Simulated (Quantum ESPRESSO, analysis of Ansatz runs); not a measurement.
# Migration in Li2S (Fm-3m): V_Li hop (2.8 Å), charge −1 (Quantum ESPRESSO), part 2 of 3

Wanted: path and barrier of a jump of Li in Li2S (Fm-3m) at charge −1. The case: V_Li hop (2.8 Å), in a cell of 81 host atoms with 1 Li taken out.

Quantum ESPRESSO 7.5; Quantum ESPRESSO plane-wave DFT, PBEsol, GBRV 1.5 PBEsol potentials; nudged elastic band between two relaxed defect structures at fixed charge in a uniform background.

So far: Starting point; Relaxation of the start point, charge −1.

### 3. Relaxation of the end point, charge −1

Level of this step: Quantum ESPRESSO plane-wave DFT, PBEsol, GBRV 1.5 PBEsol potentials; relaxation of all atoms of a defect supercell at fixed charge in a uniform background (Quantum ESPRESSO).

The end point is relaxed in the same cell and settings, so that the two energies compare. Atoms more than 3.2 Å from the middle of the hop start where the first relaxation left them, the nearer ones on or close to their ideal places, with small random displacements.

Contents of pw.in:

```
&CONTROL
  calculation = 'relax'
  prefix = 'pwscf'
  outdir = './tmp'
  pseudo_dir = './pseudo'
  tprnfor = .true.
  disk_io = 'low'
  nstep = 70
  forc_conv_thr = 0.00078
  etot_conv_thr = 0.0001
/
&SYSTEM
  ibrav = 0
  nat = 80
  ntyp = 2
  ecutwfc = 40
  ecutrho = 324
  nbnd = 165
  occupations = 'fixed'
  tot_charge = -1
  nosym = .true.
/
&ELECTRONS
  conv_thr = 8d-08
  electron_maxstep = 100
  mixing_beta = 0.5
/
&IONS
  ion_dynamics = 'bfgs'
/
ATOMIC_SPECIES
Li     6.9400 li_pbesol_v1.4.uspp.F.UPF
S     32.0600 s_pbesol_v1.4.uspp.F.UPF
CELL_PARAMETERS angstrom
   0.0000000000    8.4819993155    8.4819993155
   8.4819993155    0.0000000000    8.4819993155
   8.4819993155    8.4819993155    0.0000000000
ATOMIC_POSITIONS crystal
Li     0.2501133879    0.2488950834    0.2492264274
Li     0.0837074787    0.0840463717    0.0826790170
[... 1 atom line left out ...]
Li     0.4163885647    0.4167825863    0.4159466085
[... 5 atom lines left out ...]
Li     0.2491232448    0.5841136577    0.2499861317
[... 2 atom lines left out ...]
Li     0.2493907069    0.5840539137    0.5827810523
Li     0.0828253187    0.4160011098    0.4172653711
[... 2 atom lines left out ...]
Li     0.0828314805    0.4160640031    0.7502650944
S      0.0010965738    0.3342572005    0.6664179288
[... 9 atom lines left out ...]
Li     0.5835584154    0.2495521805    0.2508576776
[... 2 atom lines left out ...]
Li     0.5828006808    0.2494078919    0.5836476107
Li     0.4157385165    0.0834927593    0.4167288363
[... 2 atom lines left out ...]
Li     0.4158781201    0.0837808039    0.7506753954
[... 5 atom lines left out ...]
S      0.3339034551    0.3331077138    0.3338519802
[... 2 atom lines left out ...]
S      0.3325183650    0.3330621720    0.6673863998
[... 35 atom lines left out ...]
S      0.6675885278    0.6658082488    0.6665585300
K_POINTS gamma
```

On the command line:

```console
$ OMP_NUM_THREADS=1 mpirun -n 4 pw.x -in pw.in > pw.out
```

Log:

```text
[shortened: banners, details of potentials and solvers, and blank lines are left out]
[banner, memory and clock lines left out]
     gamma-point specific algorithms are used
     one sub-group per band group will be used
     bravais-lattice index     =            0
     lattice parameter (alat)  =      22.6679  a.u.
     unit-cell volume          =    8236.0940 (a.u.)^3
     number of atoms/cell      =           80
     number of atomic types    =            2
     number of electrons       =       322.00
     number of Kohn-Sham states=          165
     kinetic-energy cutoff     =      40.0000  Ry
     charge density cutoff     =     324.0000  Ry
     scf convergence threshold =      8.0E-08
     mixing beta               =       0.5000
     number of iterations used =            8  plain     mixing
     energy convergence thresh.=      1.0E-04
     force convergence thresh. =      7.8E-04
     Exchange-correlation= SLA  PW   PSX  PSC
     nstep                     =           70
     crystal axes: (cart. coord. in units of alat)
               a(1) = (   0.000000   0.707107   0.707107 )
               a(2) = (   0.707107   0.000000   0.707107 )
               a(3) = (   0.707107   0.707107   0.000000 )
     PseudoPot. # 1 for Li read from file:
     li_pbesol_v1.4.uspp.F.UPF
     Pseudo is Ultrasoft, Zval =  3.0
     PseudoPot. # 2 for S  read from file:
     s_pbesol_v1.4.uspp.F.UPF
     Pseudo is Ultrasoft + core correction, Zval =  6.0
[...]
atomic species   valence    mass     pseudopotential
     Li                3.00     6.94000     Li( 1.00)
     S                 6.00    32.06000     S ( 1.00)
     No symmetry found
     site n.     atom                  positions (alat units)
         1        Li     tau(   1) = (   0.3522251   0.3530866   0.3528523  )
         2        Li     tau(   2) = (   0.1178927   0.1176530   0.1186199  )
         3        S      tau(   3) = (   0.0000145  -0.0006346  -0.0000540  )
         4        Li     tau(   4) = (   0.5888285   0.5885498   0.5891410  )
         5        Li     tau(   5) = (   0.3541293   0.3534585   0.1174804  )
         6        S      tau(   6) = (   0.2351729   0.2363468   0.0004616  )
         7        Li     tau(   7) = (   0.8264476   0.8254639   0.3529575  )
         8        Li     tau(   8) = (   0.5896640   0.5897741   0.1217640  )
[...]
number of k points=     1
                       cart. coord. in units 2pi/alat
        k(    1) = (   0.0000000   0.0000000   0.0000000), wk =   2.0000000
     Dense  grid:   405336 G-vectors     FFT dimensions: ( 135, 135, 135)
     Smooth grid:   140849 G-vectors     FFT dimensions: (  96,  96,  96)
     starting charge     297.1062, renormalised to     322.0000
     Self-consistent Calculation
     iteration #  1     ecut=    40.00 Ry     beta= 0.50
     total energy              =   -1417.50667548 Ry
     estimated scf accuracy    <       2.25666038 Ry
     iteration #  2     ecut=    40.00 Ry     beta= 0.50
     total energy              =   -1417.29351022 Ry
     estimated scf accuracy    <       0.45156168 Ry
     iteration #  3     ecut=    40.00 Ry     beta= 0.50
     total energy              =   -1417.37542641 Ry
     estimated scf accuracy    <       0.01440137 Ry
[...]
estimated scf accuracy    <       0.00002067 Ry
     iteration #  7     ecut=    40.00 Ry     beta= 0.50
     total energy              =   -1417.38563351 Ry
     estimated scf accuracy    <       0.00000178 Ry
     iteration #  8     ecut=    40.00 Ry     beta= 0.50
     total energy              =   -1417.38563477 Ry
     estimated scf accuracy    <       0.00000024 Ry
     iteration #  9     ecut=    40.00 Ry     beta= 0.50
     End of self-consistent calculation
          k = 0.0000 0.0000 0.0000 ( 17575 PWs)   bands (ev):
   -41.5380 -41.3776 -41.3529 -41.3506 -41.3504 -41.3445 -41.3435 -41.3398
   -41.3338 -41.3290 -41.3271 -41.3239 -41.3173 -41.3119 -41.3113 -41.3094
   -41.3036 -41.2937 -41.2912 -41.2864 -41.2854 -41.2779 -41.2759 -41.2742
   -41.2717 -41.2653 -41.2612 -41.2608 -41.2488 -41.2468 -41.2423 -41.2275
   -41.1816 -41.1769 -41.1748 -41.1436 -41.1160 -41.1058 -41.1018 -41.0892
   -41.0865 -41.0846 -41.0652 -41.0603 -40.9765 -40.9654 -40.9498 -40.9406
   -40.9084 -40.8923 -40.8917 -40.8743 -40.8742  -8.8226  -8.5951  -8.5653
    -8.5358  -8.5036  -8.4961  -8.4818  -8.4533  -8.4286  -8.3985  -8.3951
[...]
highest occupied, lowest unoccupied level (ev):     2.6865    6.2182
!    total energy              =   -1417.38563494 Ry
     estimated scf accuracy    <       0.00000003 Ry
     The total energy is the sum of the following terms:
     one-electron contribution =    -460.31437670 Ry
     hartree contribution      =     258.68511599 Ry
     xc contribution           =    -405.77329565 Ry
     ewald contribution        =    -809.98307858 Ry
     convergence has been achieved in   9 iterations
     Forces acting on atoms (cartesian axes, Ry/au):
     atom    1 type  1   force =     0.00637290    0.00456014    0.00616789
     atom    2 type  1   force =    -0.00233411   -0.00132652   -0.00054283
     atom    3 type  2   force =     0.00217859    0.00542681   -0.00329271
     atom    4 type  1   force =     0.00066845    0.00130194   -0.02202032
     atom    5 type  1   force =     0.00164097    0.00170645    0.00074281
     atom    6 type  2   force =     0.00025805   -0.00139735   -0.00021885
     atom    7 type  1   force =    -0.00552494   -0.00470405    0.00580483
     atom    8 type  1   force =    -0.00121866   -0.00104197    0.01398273
[...]
Total force =     0.087736     Total SCF correction =     0.000270
     BFGS Geometry Optimization
     Energy error            =      7.7E-03 Ry
     Gradient error          =      2.2E-02 Ry/Bohr
     number of scf cycles    =   1
     number of bfgs steps    =   0
     energy             new  =   -1417.3856349371 Ry
     new trust radius        =       0.0251639488 bohr
     new conv_thr            =       0.0000000800 Ry
ATOMIC_POSITIONS (crystal)
Li               0.2502492425        0.2491440330        0.2493750720
Li               0.0837219766        0.0839980077        0.0825817600
S               -0.0004984959        0.0002167715       -0.0000603500
Li               0.4157214212        0.4160759204        0.4166949779
Li               0.0826220409        0.0835666980        0.4173501910
S                0.0010980462       -0.0004588481        0.3330596359
Li               0.2490897716        0.2504297137        0.9179990375
Li               0.0866196765        0.0864529433        0.7473818714
[...]
Self-consistent Calculation
     iteration #  1     ecut=    40.00 Ry     beta= 0.50
     total energy              =   -1417.39278267 Ry
     estimated scf accuracy    <       0.00024925 Ry
[...]
iteration #  7     ecut=    40.00 Ry     beta= 0.50
     total energy              =   -1417.42652958 Ry
     estimated scf accuracy    <          3.3E-09 Ry
     iteration #  8     ecut=    40.00 Ry     beta= 0.50
[...]
k = 0.0000 0.0000 0.0000 ( 17575 PWs)   bands (ev):
   -41.2751 -41.2697 -41.2683 -41.2680 -41.2665 -41.2651 -41.2634 -41.2632
   -41.2627 -41.2625 -41.2597 -41.2594 -41.2580 -41.2550 -41.2537 -41.2526
   -41.2514 -41.2475 -41.2462 -41.2457 -41.2449 -41.2432 -41.2407 -41.2336
   -41.2312 -41.2293 -41.2277 -41.2077 -41.2060 -41.2013 -41.1987 -41.1260
   -41.1231 -41.1224 -41.1223 -41.1204 -41.1203 -41.1023 -41.1020 -41.1013
   -41.1011 -41.0999 -41.0996 -41.0993 -41.0978 -41.0977 -41.0969 -41.0963
   -41.0943 -40.9482 -40.9468 -40.9456 -40.9446  -8.7449  -8.4498  -8.4396
    -8.4394  -8.4388  -8.4085  -8.3986  -8.3979  -8.3978  -8.3263  -8.3255
[...]
highest occupied, lowest unoccupied level (ev):     2.3890    6.2591
!    total energy              =   -1417.42652958 Ry
     estimated scf accuracy    <          5.1E-10 Ry
[...]
convergence has been achieved in   8 iterations
     Forces acting on atoms (cartesian axes, Ry/au):
     atom    1 type  1   force =    -0.00010461   -0.00008587    0.00002777
     atom    2 type  1   force =     0.00026076    0.00030357   -0.00022203
     atom    3 type  2   force =     0.00007650   -0.00000993    0.00032561
     atom    4 type  1   force =    -0.00002741    0.00003210    0.00079842
     atom    5 type  1   force =    -0.00024468   -0.00027785   -0.00028400
     atom    6 type  2   force =     0.00009954   -0.00011412    0.00011376
     atom    7 type  1   force =     0.00006023    0.00013034    0.00005530
     atom    8 type  1   force =     0.00001877    0.00001269   -0.00016084
[...]
Total force =     0.003628     Total SCF correction =     0.000062
[...]
number of scf cycles    =  17
     number of bfgs steps    =  16
     energy             old  =   -1417.4264865959 Ry
     energy             new  =   -1417.4265295756 Ry
     CASE: energy            _new < energy            _old
     new trust radius        =       0.0049406667 bohr
[...]
ATOMIC_POSITIONS (crystal)
Li               0.2518562548        0.2517837144        0.2483790947
Li               0.0839217296        0.0838030374        0.0817707706
S                0.0008589763        0.0006367057       -0.0009244131
Li               0.4050340506        0.4050150102        0.4282638748
Li               0.0839576675        0.0838412529        0.4169288773
S                0.0002125514        0.0000134048        0.3331305610
Li               0.2517688977        0.2517371116        0.9145808528
Li               0.0948692395        0.0946404770        0.7384576285
[...]
Self-consistent Calculation
     iteration #  1     ecut=    40.00 Ry     beta= 0.50
     total energy              =   -1417.42655974 Ry
     estimated scf accuracy    <       0.00002493 Ry
     iteration #  2     ecut=    40.00 Ry     beta= 0.50
     total energy              =   -1417.42656719 Ry
     estimated scf accuracy    <       0.00000561 Ry
     iteration #  3     ecut=    40.00 Ry     beta= 0.50
     total energy              =   -1417.42656813 Ry
     estimated scf accuracy    <       0.00000037 Ry
[...]
estimated scf accuracy    <       0.00000004 Ry
     iteration #  6     ecut=    40.00 Ry     beta= 0.50
     total energy              =   -1417.42656839 Ry
     estimated scf accuracy    <       0.00000002 Ry
     iteration #  7     ecut=    40.00 Ry     beta= 0.50
     total energy              =   -1417.42656839 Ry
     estimated scf accuracy    <          1.0E-09 Ry
     iteration #  8     ecut=    40.00 Ry     beta= 0.50
     End of self-consistent calculation
          k = 0.0000 0.0000 0.0000 ( 17575 PWs)   bands (ev):
   -41.2745 -41.2701 -41.2696 -41.2691 -41.2646 -41.2643 -41.2640 -41.2637
   -41.2634 -41.2631 -41.2607 -41.2604 -41.2600 -41.2573 -41.2561 -41.2557
   -41.2550 -41.2475 -41.2470 -41.2457 -41.2454 -41.2442 -41.2411 -41.2344
   -41.2318 -41.2313 -41.2303 -41.2055 -41.2044 -41.2030 -41.2002 -41.1244
   -41.1216 -41.1216 -41.1212 -41.1199 -41.1195 -41.0987 -41.0987 -41.0984
   -41.0981 -41.0977 -41.0975 -41.0964 -41.0961 -41.0958 -41.0951 -41.0950
   -41.0931 -40.9487 -40.9485 -40.9477 -40.9474  -8.7452  -8.4524  -8.4401
    -8.4394  -8.4391  -8.4089  -8.3985  -8.3979  -8.3973  -8.3272  -8.3259
[...]
highest occupied, lowest unoccupied level (ev):     2.3891    6.2590
!    total energy              =   -1417.42656839 Ry
     estimated scf accuracy    <          2.4E-10 Ry
     The total energy is the sum of the following terms:
     one-electron contribution =    -460.84902662 Ry
     hartree contribution      =     259.07644548 Ry
     xc contribution           =    -405.82760147 Ry
     ewald contribution        =    -809.82638578 Ry
     convergence has been achieved in   8 iterations
     Forces acting on atoms (cartesian axes, Ry/au):
     atom    1 type  1   force =    -0.00009907   -0.00006908   -0.00008052
     atom    2 type  1   force =     0.00010565    0.00012621   -0.00013982
     atom    3 type  2   force =     0.00000883   -0.00008706    0.00013605
     atom    4 type  1   force =    -0.00005559   -0.00002396    0.00054813
     atom    5 type  1   force =    -0.00012338   -0.00009849   -0.00017077
     atom    6 type  2   force =     0.00007154   -0.00004066    0.00001067
     atom    7 type  1   force =     0.00000254    0.00004936   -0.00001429
     atom    8 type  1   force =     0.00000634    0.00000882   -0.00020184
[...]
Total force =     0.002690     Total SCF correction =     0.000042
     Energy error            =      3.9E-05 Ry
     Gradient error          =      5.7E-04 Ry/Bohr
     bfgs converged in  18 scf cycles and  17 bfgs steps
     (criteria: energy <  1.0E-04 Ry, force <  7.8E-04 Ry/Bohr)
     End of BFGS Geometry Optimization
     Final energy             =   -1417.4265683924 Ry
Begin final coordinates
ATOMIC_POSITIONS (crystal)
Li               0.2518562548        0.2517837144        0.2483790947
Li               0.0839217296        0.0838030374        0.0817707706
S                0.0008589763        0.0006367057       -0.0009244131
Li               0.4050340506        0.4050150102        0.4282638748
Li               0.0839576675        0.0838412529        0.4169288773
S                0.0002125514        0.0000134048        0.3331305610
Li               0.2517688977        0.2517371116        0.9145808528
Li               0.0948692395        0.0946404770        0.7384576285
[...]
End final coordinates
```

Wall time 14 min (4 MPI ranks of Arm Neoverse V1, shared host); peak memory 2.3 GiB; 58 min of CPU time.

Step by step:

```tsv
step	energy less that of the first step (eV)
0	0.0000
1	-0.0982
2	-0.1916
3	-0.3049
4	-0.4165
5	-0.4662
6	-0.4798
7	-0.4982
8	-0.5228
9	-0.5422
10	-0.5449
11	-0.5486
12	-0.5524
13	-0.5544
14	-0.5553
15	-0.5558
16	-0.5564
17	-0.5569
```

The atoms that moved most (Å):

```tsv
atom	dx	dy	dz	length
Li4	0.005	0.008	-0.196	0.196
Li35	-0.012	-0.190	0.004	0.190
Li14	0.000	0.189	0.011	0.189
Li17	-0.185	0.001	0.010	0.186
Li32	0.185	0.008	0.008	0.185
Li8	-0.007	-0.006	0.147	0.147
Li37	-0.008	0.005	0.146	0.146
S68	0.074	-0.073	-0.079	0.130
```

Neighbours of Li4 at the end:

```tsv
atom	distance (Å)
S44	2.390
S41	2.391
S50	2.562
S68	2.563
Li31	2.832
Li10	2.832
Li13	2.832
Li28	2.833
```

Read from the output:

```
highest filled level                                                                              : 2.389 eV
lowest empty level                                                                                : 6.259 eV
r.m.s. move of the farther half of the atoms                                                      : 0.01704 Å
largest move from the ideal geometry of this structure, a common shift of the far atoms taken out : 0.2064 Å
```

The relaxation gained 0.557 eV and ended with a largest force component of 0.015 eV/Å. The end lies within 1 meV of the start.

[end of part 2 of 3]

[Long decimals in the printed logs are rounded to 6 places.]

[Repeated set-up lines and some long k-point lines are left out of the logs, and relaxed atomic positions are cut to six decimals.]

[Logs are printed without paths, hosts, clocks, repeated set-up lines and the standing remarks that a program may print on its own settings, such as how far it seeks lower states.]

[Hosts, paths, dates, database ids (printed as entryN), source tags and the programs' standing remarks are cut or masked in the printed files.]
